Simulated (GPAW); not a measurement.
# GaN (F-43m) in GPAW: further runs

The runs below take GaN through band structure, equation of state, with TASK, revPBE, revPBE+D3(BJ), optPBE-vdW, rSCAN.

All numbers are computed with GPAW 26.7.0; they aren't measurements. Logs are shortened: lines on timing, memory, paths and dates and some standing lists are left out, and cuts for length are marked. The log counts tension as positive stress, the text compression.

**Experimental background.**

From a printed reference work, textbook, for a bulk crystal of GaN at 0 K: band gap 3.299 eV (direct).

The results are compared with them further down.

### Step 1. Starting point

The structure is cubic, space group F-43m (No. 216). Conventional cell: a = 4.507 Å, b = 4.507 Å, c = 4.507 Å, α = 90.00°, β = 90.00°, γ = 90.00°. Around Ga (site symmetry -43m) lie 4 N at 1.95 Å. N (site symmetry -43m) is surrounded by 4 Ga at 1.95 Å.

The cell is a database's computed one.

### Step 2. Band structure, TASK, spin-orbit coupling, no magnetisation

File run.py:

```python
import numpy as np
from ase.dft.bandgap import bandgap
from ase.io import read, write
from ase.units import GPa
from gpaw import GPAW, PW
from gpaw.spinorbit import soc_eigenstates

atoms = read('POSCAR')

calc = GPAW(mode=PW(800),
            xc='MGGA_X_TASK+LDA_C_PW',
            kpts={'size': (10, 10, 10), 'gamma': True},
            occupations={'name': 'fermi-dirac', 'width': 0.05},
            nbands=11,
            convergence={'density': 1e-05, 'energy': 1e-05},
            maxiter=150,
            txt='gpaw.txt')
atoms.calc = calc
energy = atoms.get_potential_energy()
forces = atoms.get_forces()
stress = atoms.get_stress()
calc.write('gs.gpw')
write('result.traj', atoms)
print(f'Energy: {energy:.6f} eV')
print('Forces (eV/A):')
print(forces.round(4))
print('Stress (GPa):', (stress / GPa).round(3))
print('Fermi level:', round(calc.get_fermi_level(), 4), 'eV')
print(f'Gap: {bandgap(calc)[0]:.4f} eV, direct: {bandgap(calc, direct=True)[0]:.4f} eV')

path = atoms.cell.bandpath('GXWKGLUWLK,UX', npoints=60, eps=1e-4)
bs_calc = calc.fixed_density(kpts=path, symmetry='off', nbands=19,
                             convergence={'bands': 'CBM+6.0', 'eigenstates': 1e-6}, txt='bands.txt')
bs = bs_calc.band_structure()
bs.write('bs.json')
print(f'Gap on the path: {bandgap(bs_calc)[0]:.4f} eV')

soc = soc_eigenstates(bs_calc, theta=90, phi=45, ignore_xc_potential=True)
np.savetxt('soc_bands.dat', soc.eigenvalues(), fmt='%.4f')
mesh = soc_eigenstates('gs.gpw', theta=90, phi=45, ignore_xc_potential=True)
np.savetxt('soc_mesh.dat', mesh.eigenvalues(), fmt='%.4f')
print('Fermi level with spin-orbit coupling:', round(mesh.fermi_level, 4), 'eV')
```

File POSCAR:

```
GaN
1.0
    0.0000000000      2.2535006075      2.2535006075
    2.2535006075      0.0000000000      2.2535006075
    2.2535006075      2.2535006075      0.0000000000
Ga N
1 1
Direct
    0.0000000000      0.0000000000      0.0000000000
    0.2500000000      0.2500000000      0.2500000000
```

Potentials or basis: GPAW PAW data sets (gpaw-data 1.2.1), pw.

Launch:

```sh
$ OMP_NUM_THREADS=1 python run.py
```

gpaw.txt:

```text
__  _  _
 | _ |_)|_||  |
 |__||  | ||/\| - 26.7.0

Input parameters:
  mode=PW(ecut=800.0),
  convergence={'density': 1e-05, 'energy': 1e-05},
  kpts=MonkhorstPack(size=(10, 10, 10), gamma=True),
  maxiter=150,
  nbands=11,
  occupations=Occupations(name='fermi-dirac', width=0.05),
  xc=XC(name='MGGA_X_TASK+LDA_C_PW')

Diagonalizing LCAO Hamiltonian
Converting LCAO to pw mode

           N
       Ga

Atoms  # Å, Bohr magnetons
|   | symbol |        x |        y |        z |    initial magnetic moments |
|---|--------|----------|----------|----------|-----------------------------|
| 0 |     Ga | 0.000000 | 0.000000 | 0.000000 | ( 0.0000,  0.0000,  0.0000) |
| 1 |      N | 1.126750 | 1.126750 | 1.126750 | ( 0.0000,  0.0000,  0.0000) |

Unit cell  # Å
| periodic |        x |        y |        z |  lengths |    angles |
|----------|----------|----------|----------|----------|-----------|
|      yes | 0.000000 | 2.253501 | 2.253501 | 3.186931 | 60.000000 |
|      yes | 2.253501 | 0.000000 | 2.253501 | 3.186931 | 60.000000 |
|      yes | 2.253501 | 2.253501 | 0.000000 | 3.186931 | 60.000000 |

Number of symmetries: 24
Symmetry operations  # r_c * U_cc + t_c -> r_c
|    | kind |            matrix            |
|----|------|------------------------------|
|  0 |  E   |  1, 0, 0,  0, 1, 0,  0, 0, 1 |
|  1 |  σ   |  1, 0, 0,  0, 0, 1,  0, 1, 0 |
|  2 |  σ   |  1, 0,-1,  0, 1,-1,  0, 0,-1 |
|  3 |  C3  |  1, 0,-1,  0, 0,-1,  0, 1,-1 |
|  4 |  C3  |  1,-1, 0,  0,-1, 1,  0,-1, 0 |
|  5 |  σ   |  1,-1, 0,  0,-1, 0,  0,-1, 1 |
|  6 |  σ   |  0, 1, 0,  1, 0, 0,  0, 0, 1 |
|  7 |  C3  |  0, 1, 0,  0, 0, 1,  1, 0, 0 |
|  8 |  C2  |  0, 1,-1,  1, 0,-1,  0, 0,-1 |
|  9 |  S4  |  0, 1,-1,  0, 0,-1,  1, 0,-1 |
| 10 |  C3  |  0, 0, 1,  1, 0, 0,  0, 1, 0 |
| 11 |  σ   |  0, 0, 1,  0, 1, 0,  1, 0, 0 |
| 12 |  S4  |  0, 0,-1,  1, 0,-1,  0, 1,-1 |
| 13 |  C3  |  0, 0,-1,  0, 1,-1,  1, 0,-1 |
| 14 |  S4  |  0,-1, 1,  1,-1, 0,  0,-1, 0 |
| 15 |  C2  |  0,-1, 1,  0,-1, 0,  1,-1, 0 |
| 16 |  C3  |  0,-1, 0,  1,-1, 0,  0,-1, 1 |
| 17 |  S4  |  0,-1, 0,  0,-1, 1,  1,-1, 0 |
| 18 |  S4  | -1, 1, 0, -1, 0, 1, -1, 0, 0 |
| 19 |  C3  | -1, 1, 0, -1, 0, 0, -1, 0, 1 |
| 20 |  C3  | -1, 0, 1, -1, 1, 0, -1, 0, 0 |
| 21 |  S4  | -1, 0, 1, -1, 0, 0, -1, 1, 0 |
| 22 |  σ   | -1, 0, 0, -1, 1, 0, -1, 0, 1 |
| 23 |  C2  | -1, 0, 0, -1, 0, 1, -1, 1, 0 |

BZ-sampling:
  Number of BZ points: 1000
  Number of IBZ points: 47

  Monkhorst-Pack size: [10, 10, 10]
  Monkhorst-Pack shift: [0.05, 0.05, 0.05]

K-points  # in reciprocal-cell coordinates
|     |                                coordinates |     weight |
|-----|--------------------------------------------|------------|
|   0 | (  0.00000000,   0.00000000,   0.00000000) | 0.00100000 |
|   1 | (  0.10000000,   0.10000000,   0.00000000) | 0.00600000 |
|   2 | (  0.10000000,   0.10000000,   0.10000000) | 0.00800000 |
|   3 | (  0.20000000,   0.10000000,   0.10000000) | 0.01200000 |
|   4 | (  0.20000000,   0.20000000,   0.00000000) | 0.00600000 |
|   5 | (  0.20000000,   0.20000000,   0.10000000) | 0.02400000 |
|   6 | (  0.20000000,   0.20000000,   0.20000000) | 0.00800000 |
|   7 | (  0.30000000,   0.20000000,   0.10000000) | 0.02400000 |
|   8 | (  0.30000000,   0.20000000,   0.20000000) | 0.02400000 |
|   9 | (  0.30000000,   0.30000000,   0.00000000) | 0.00600000 |
| ... |                                            |            |
|  46 | (  0.50000000,   0.50000000,   0.50000000) | 0.00400000 |

Plane wave coefficients: 1243
Cutoff: 800.0 eV

Spin-components: 1 (collinear spins)
Bands:           11
Projectors:      10
Spin-degeneracy: 2
Datatype:        complex128

Parallelization:
  kpt:    1
  domain: 1
  band:   1

Density:
  Valence electrons: 8.0
  Components: 1
  Grid points: [21 21 21]
  Charge: 0.0  # |e|

Potential:
  Grid points: [21 21 21]

species:
  Ga:
    name:    Gallium
    Z:       31.0
    valence: 3
    core:    28
    charge:  0.0  # [|e|]
    compensation charges:
      type: gauss
      rc: 0.37  # [Å]
      lmax: 2
    cutoffs:
      filter: 2.06  # [Å]
      core: 4.17  # [Å]
    projectors
    | kind |    occ | energy [eV] | rcut [Å] |
    |------|--------|-------------|----------|
    |   4s |  2.000 |      -8.945 |    1.164 |
    |   4p |  1.000 |      -2.580 |    1.164 |
    |    s |        |      18.266 |    1.164 |
    |    p |        |      24.631 |    1.164 |
    |    d |        |       0.000 |    1.164 |

    Using partial waves for Ga as LCAO basis

  N:
    name:    Nitrogen
    Z:       7.0
    valence: 5
    core:    2
    charge:  0.0  # [|e|]
    compensation charges:
      type: gauss
      rc: 0.18  # [Å]
      lmax: 2
    cutoffs:
      filter: 1.11  # [Å]
      core: 0.96  # [Å]
    projectors
    | kind |    occ | energy [eV] | rcut [Å] |
    |------|--------|-------------|----------|
    |   2s |  2.000 |     -18.583 |    0.603 |
    |   2p |  3.000 |      -7.089 |    0.529 |
    |    s |        |       8.629 |    0.603 |
    |    p |        |      20.123 |    0.529 |
    |    d |        |       0.000 |    0.577 |

    Using partial waves for N as LCAO basis

Reference energy: -54366.393033  # eV

eigensolver:
  PPCG
  Converge bands: occupied
  niter=2

density mixing:
  MSR1-Mixer
  Pratt-step length: 0.05
  Maximum mixing coefficient: 0.75
  Old densities: 10
  SVD Regularization: 0.005
  Good broyden scale: 1.0
  Trust region scale: 1.0
  Backstep threshold: 4.0
  History deletion threshold: 6.0
  Fourier metric: weight=20.0, sigma=0.015

occupation numbers:
  Fermi-Dirac:
    width: 0.0500  # eV

poisson solver:
  ecut: 6400.0  # eV

xc functional:
  name: MGGA_X_TASK+LDA_C_PW with 2 nearest neighbor stencil

convergence criteria:
- Maximum integral of absolute [dens]ity change: 1e-05 electrons / valence electron
- Maximum [total energy] change in last 3 cyles: 1e-05 eV / valence electron
- Maximum integral of absolute [eigenst]ate change: 4e-08 eV^2 / valence electron
maximum number of iterations: 150

SCF iterations
|iter     | |      energy | eigst |  dens |
|---------|-|-------------|-------|-------|
|iter:   1| |   -8.496890 | +0.13 |       |
|iter:   2| |   -2.059828 | -0.94 | -0.57 |
|iter:   3| |   -1.290330 | -0.53 | -0.62 |
|iter:   4| |   -1.351101 | -1.88 | -1.19 |
|iter:   5| |   -1.381562 | -2.49 | -1.50 |
|iter:   6| |   -1.381345 | -3.64 | -2.39 |
|iter:   7| |   -1.381454 | -4.49 | -3.00 |
|iter:   8| |   -1.381449 | -5.73 | -3.38 |
|iter:   9| |   -1.381449c| -7.37 | -4.49 |
|iter:  10| |   -1.381449c| -7.59c| -4.85 |
|iter:  11| |   -1.381449c| -8.20c| -5.54c|

Converged in 11 steps
Energy contributions relative to reference atoms: (reference = -54366.393033)

Energy contributions:
  Kinetic:          28.388737
  Coulomb:         -23.953428
  Zero:              0.119534
  External:          0.000000
  Xc:               -5.936291
  Entropy:          -0.000000
  Spinorbit:         0.000000
  ----------------------------
  Free energy:      -1.381449
  Extrapolated:     -1.381449

dipole moment: (-12.455610, -12.455610, -12.455610)  # |e|*Ang

Fermi level: 6.929
Eigenvalues  # (at kpt = [0.000, 0.000, 0.000])
| band index |      eig [eV] | occ [0-2] |
|------------|---------------|-----------|
|          0 |       -11.470 |     2.000 |
|          1 |         6.024 |     2.000 |
|          2 |         6.024 |     2.000 |
|          3 |         6.024 |     2.000 |
|          4 |         8.927 |     0.000 |
|          5 |        18.073 |     0.000 |
|          6 |        18.073 |     0.000 |
|          7 |        18.073 |     0.000 |
|          8 |        25.908 |     0.000 |
|          9 |        26.016 |     0.000 |
|         10 |        26.767 |     0.000 |

Gap: 2.903 eV
Transition (v -> c):
  (s=0, k=0, n=3, [0.00, 0.00, 0.00]) -> (s=0, k=0, n=4, [0.00, 0.00, 0.00])
No difference between direct/indirect transitions

Forces  # eV/Ang
|       x |        y |       z |
|---------|----------|---------|
| 0.00000 |  0.00000 | 0.00000 |  # Ga   0
| 0.00000 | -0.00000 | 0.00000 |  # N    1

Stress tensor  # eV/Ang^3
|         x |         y |         z |
|-----------|-----------|-----------|
| -0.068756 | -0.000000 |  0.000000 |
| -0.000000 | -0.068756 |  0.000000 |
|  0.000000 |  0.000000 | -0.068756 |

# Writing to gs.gpw (mode='')
```

It took 61 s on 1 thread of Intel Xeon Platinum 8488C (Sapphire Rapids), shared host; peak memory 0.29 GiB.

Results:

```yaml
Free_energy: -1.3814 eV
Pressure: 11.0 GPa
Band_gap_on_the_k_mesh: 2.90 eV, direct
Band_gap_along_the_path: 2.90 eV, direct
```

Levels at the corners of the path, in eV from the valence-band top:
```csv
point,band 6,band 7,band 8,band 9,band 10,band 11
Γ,0.00,0.00,0.00,2.90,2.90,11.82
X,-2.86,-2.82,-2.82,4.49,4.49,8.14
W,-3.99,-3.75,-3.69,7.58,7.59,10.05
K,-4.45,-2.29,-2.29,6.28,6.28,9.48
Γ,0.00,0.00,0.00,2.90,2.90,11.82
L,-1.03,-1.00,-1.00,6.04,6.04,10.63
U,-4.45,-2.29,-2.29,6.28,6.28,9.48
W,-3.99,-3.75,-3.69,7.58,7.59,10.05
L,-1.03,-1.00,-1.00,6.04,6.04,10.63
K,-4.45,-2.29,-2.29,6.28,6.28,9.48
U,-4.45,-2.29,-2.29,6.28,6.28,9.48
X,-2.86,-2.82,-2.82,4.49,4.49,8.14
```

Caveat: the data sets keep Ga 3d, Li 1s and Be 1s frozen, and some such compounds lay over 1.5 % in volume off other programs; spin-orbit coupling was added after a scalar SCF, so levels and gaps hold it while energy, forces, pressure and moments don't; this program's spin-orbit splittings come out too wide for heavy elements; the PAW data sets were made with another functional, which shifts forces and pressure a little.

### Step 3. Band structure, revPBE, spin-orbit coupling, no magnetisation

Edit run.py of step 2 so:

```diff
@@ -1,2 +1,4 @@
 import numpy as np
+import spglib
+from ase import Atoms
 from ase.dft.bandgap import bandgap
@@ -7,6 +9,9 @@
 
-atoms = read('POSCAR')
+atoms = read('GaN.cif')
+cell, positions, numbers = spglib.find_primitive(
+    (atoms.cell[:], atoms.get_scaled_positions(), atoms.numbers), symprec=1e-4)
+atoms = Atoms(numbers, cell=cell, scaled_positions=positions, pbc=True)
 
 calc = GPAW(mode=PW(800),
-            xc='MGGA_X_TASK+LDA_C_PW',
+            xc='revPBE',
             kpts={'size': (10, 10, 10), 'gamma': True},
@@ -30,3 +35,3 @@
 
-path = atoms.cell.bandpath('GXWKGLUWLK,UX', npoints=60, eps=1e-4)
+path = atoms.cell.bandpath('GXWKGLUWLK,UX', npoints=80, eps=1e-4)
 bs_calc = calc.fixed_density(kpts=path, symmetry='off', nbands=19,
@@ -37,5 +42,5 @@
 
-soc = soc_eigenstates(bs_calc, theta=90, phi=45, ignore_xc_potential=True)
+soc = soc_eigenstates(bs_calc, theta=0, phi=0)
 np.savetxt('soc_bands.dat', soc.eigenvalues(), fmt='%.4f')
-mesh = soc_eigenstates('gs.gpw', theta=90, phi=45, ignore_xc_potential=True)
+mesh = soc_eigenstates('gs.gpw', theta=0, phi=0)
 np.savetxt('soc_mesh.dat', mesh.eigenvalues(), fmt='%.4f')
```

File GaN.cif:

```cif
data_GaN
_cell_length_a 4.50700122
_cell_length_b 4.50700122
_cell_length_c 4.50700122
_cell_angle_alpha 90.00000000
_cell_angle_beta 90.00000000
_cell_angle_gamma 90.00000000
_space_group_name_H-M_alt 'F-43m'
_space_group_name_Hall 'F -4 2 3'
_space_group_IT_number 216
loop_
_space_group_symop_operation_xyz
'x,y,z'
'y,-x,-z'
'-x,-y,z'
'-y,x,-z'
'x,-y,-z'
'y,x,z'
'-x,y,-z'
'-y,-x,z'
'z,x,y'
'-z,y,-x'
'z,-x,-y'
'-z,-y,x'
'-z,x,-y'
'z,y,x'
'-z,-x,y'
'z,-y,-x'
'y,z,x'
'-x,-z,y'
'-y,z,-x'
'x,-z,-y'
'-y,-z,x'
'x,z,y'
'y,-z,-x'
'-x,z,-y'
'x,y+1/2,z+1/2'
'y,-x+1/2,-z+1/2'
'-x,-y+1/2,z+1/2'
'-y,x+1/2,-z+1/2'
'x,-y+1/2,-z+1/2'
'y,x+1/2,z+1/2'
'-x,y+1/2,-z+1/2'
'-y,-x+1/2,z+1/2'
'z,x+1/2,y+1/2'
'-z,y+1/2,-x+1/2'
'z,-x+1/2,-y+1/2'
'-z,-y+1/2,x+1/2'
'-z,x+1/2,-y+1/2'
'z,y+1/2,x+1/2'
'-z,-x+1/2,y+1/2'
'z,-y+1/2,-x+1/2'
'y,z+1/2,x+1/2'
'-x,-z+1/2,y+1/2'
'-y,z+1/2,-x+1/2'
'x,-z+1/2,-y+1/2'
'-y,-z+1/2,x+1/2'
'x,z+1/2,y+1/2'
'y,-z+1/2,-x+1/2'
'-x,z+1/2,-y+1/2'
'x+1/2,y,z+1/2'
'y+1/2,-x,-z+1/2'
'-x+1/2,-y,z+1/2'
'-y+1/2,x,-z+1/2'
'x+1/2,-y,-z+1/2'
'y+1/2,x,z+1/2'
'-x+1/2,y,-z+1/2'
'-y+1/2,-x,z+1/2'
'z+1/2,x,y+1/2'
'-z+1/2,y,-x+1/2'
'z+1/2,-x,-y+1/2'
'-z+1/2,-y,x+1/2'
'-z+1/2,x,-y+1/2'
'z+1/2,y,x+1/2'
'-z+1/2,-x,y+1/2'
'z+1/2,-y,-x+1/2'
'y+1/2,z,x+1/2'
'-x+1/2,-z,y+1/2'
'-y+1/2,z,-x+1/2'
'x+1/2,-z,-y+1/2'
'-y+1/2,-z,x+1/2'
'x+1/2,z,y+1/2'
'y+1/2,-z,-x+1/2'
'-x+1/2,z,-y+1/2'
'x+1/2,y+1/2,z'
'y+1/2,-x+1/2,-z'
'-x+1/2,-y+1/2,z'
'-y+1/2,x+1/2,-z'
'x+1/2,-y+1/2,-z'
'y+1/2,x+1/2,z'
'-x+1/2,y+1/2,-z'
'-y+1/2,-x+1/2,z'
'z+1/2,x+1/2,y'
'-z+1/2,y+1/2,-x'
'z+1/2,-x+1/2,-y'
'-z+1/2,-y+1/2,x'
'-z+1/2,x+1/2,-y'
'z+1/2,y+1/2,x'
'-z+1/2,-x+1/2,y'
'z+1/2,-y+1/2,-x'
'y+1/2,z+1/2,x'
'-x+1/2,-z+1/2,y'
'-y+1/2,z+1/2,-x'
'x+1/2,-z+1/2,-y'
'-y+1/2,-z+1/2,x'
'x+1/2,z+1/2,y'
'y+1/2,-z+1/2,-x'
'-x+1/2,z+1/2,-y'
loop_
_atom_site_label
_atom_site_type_symbol
_atom_site_symmetry_multiplicity
_atom_site_Wyckoff_symbol
_atom_site_fract_x
_atom_site_fract_y
_atom_site_fract_z
_atom_site_occupancy
Ga1 Ga 4 a 0.0000000000 0.0000000000 0.0000000000 1
N1 N 4 d 0.2500000000 0.2500000000 0.7500000000 1
```

Potentials or basis: the program's PAW data sets (release 1.2.1) made for this functional, pw.

Launch:

```sh
$ OMP_NUM_THREADS=1 python run.py
```

It took 24 s on 1 thread of Intel Xeon Platinum 8488C (Sapphire Rapids), shared host; peak memory 0.25 GiB.

It converged, with:

```
Free energy             : -11.3678 eV
Pressure                : 15.7 GPa
Band gap on the k mesh  : 1.85 eV, direct
Band gap along the path : 1.85 eV, direct
```

Levels at the corners of the path, in eV from the valence-band top:
```
point  band 6  band 7  band 8  band 9  band 10  band 11
    Γ    0.00    0.00    0.00    1.85     1.85    10.23
    X   -2.67   -2.63   -2.63    3.42     3.42     6.82
    W   -3.75   -3.59   -3.53    6.33     6.34     8.56
    K   -4.22   -2.14   -2.14    5.10     5.10     8.02
    Γ    0.00    0.00    0.00    1.85     1.85    10.23
    L   -0.97   -0.94   -0.94    4.79     4.79     8.86
    U   -4.22   -2.14   -2.14    5.10     5.10     8.02
    W   -3.75   -3.59   -3.53    6.33     6.34     8.56
    L   -0.97   -0.94   -0.94    4.79     4.79     8.86
    K   -4.22   -2.14   -2.14    5.10     5.10     8.02
    U   -4.22   -2.14   -2.14    5.10     5.10     8.02
    X   -2.67   -2.63   -2.63    3.42     3.42     6.82
```

Caveat: the data sets keep Ga 3d, Li 1s and Be 1s frozen, and some such compounds lay over 1.5 % in volume off other programs; spin-orbit coupling was added after a scalar SCF, so levels and gaps hold it while energy, forces, pressure and moments don't; this program's spin-orbit splittings come out too wide for heavy elements; so large a pressure means that the cell lies far from this level's equilibrium, or that cutoff or potentials fall short.

### Step 4. Equation of state, revPBE+D3(BJ)

File run.py:

```python
from ase.calculators.mixing import SumCalculator
from ase.eos import EquationOfState
from ase.io import Trajectory, read
from ase.units import GPa
from dftd3.ase import DFTD3
from gpaw import GPAW, PW

atoms = read('POSCAR')

traj = Trajectory('eos.traj', 'w')
volumes, energies = [], []
for x in [0.94, 0.96, 0.98, 1.0, 1.02, 1.04, 1.06]:
    a = atoms.copy()
    a.set_cell(atoms.cell * x**(1 / 3), scale_atoms=True)
    calc = GPAW(mode=PW(800),
                xc='revPBE',
                kpts={'size': (10, 10, 10), 'gamma': True},
                occupations={'name': 'fermi-dirac', 'width': 0.05},
                nbands=11,
                convergence={'density': 1e-05, 'energy': 1e-05},
                maxiter=150,
                txt=f'eos-{x:.2f}.txt')
    a.calc = SumCalculator([calc, DFTD3(method='revpbe', damping='d3bj')])
    energies.append(a.get_potential_energy())
    volumes.append(a.get_volume())
    p = -a.get_stress()[:3].mean() / GPa
    calc.write(f'eos-{x:.2f}.gpw')
    traj.write(a)
    print(f'{x:.2f} {volumes[-1]:10.4f} A^3 {energies[-1]:14.6f} eV {p:9.3f} GPa', flush=True)

v0, e0, B = EquationOfState(volumes, energies, eos='birchmurnaghan').fit()
print(f'V0 = {v0:.4f} A^3, E0 = {e0:.6f} eV, B0 = {B / GPa:.2f} GPa')
```

POSCAR is that of step 2.

Launch:

```sh
$ OMP_NUM_THREADS=1 python run.py
```

It took 79 s on 1 thread of Intel Xeon Platinum 8488C (Sapphire Rapids), shared host; peak memory 0.24 GiB.

The run converged. Its results:

```
Equilibrium volume                      : 11.94 Å³/atom
Bulk modulus                            : 191 GPa
Pressure derivative of the bulk modulus : 4.7 (rough: it moves with the points fitted)
```

Energy against volume, from the lowest point:
```
volume (Å³/atom)  energy (meV/atom)
          10.757              84.56
          10.986              52.69
          11.215              29.21
          11.444              13.10
          11.673               3.58
          11.902               0.00
          12.131               1.80
```

Caveat: the data sets keep Ga 3d, Li 1s and Be 1s frozen, and some such compounds lay over 1.5 % in volume off other programs.

[end of part 1 of 2]
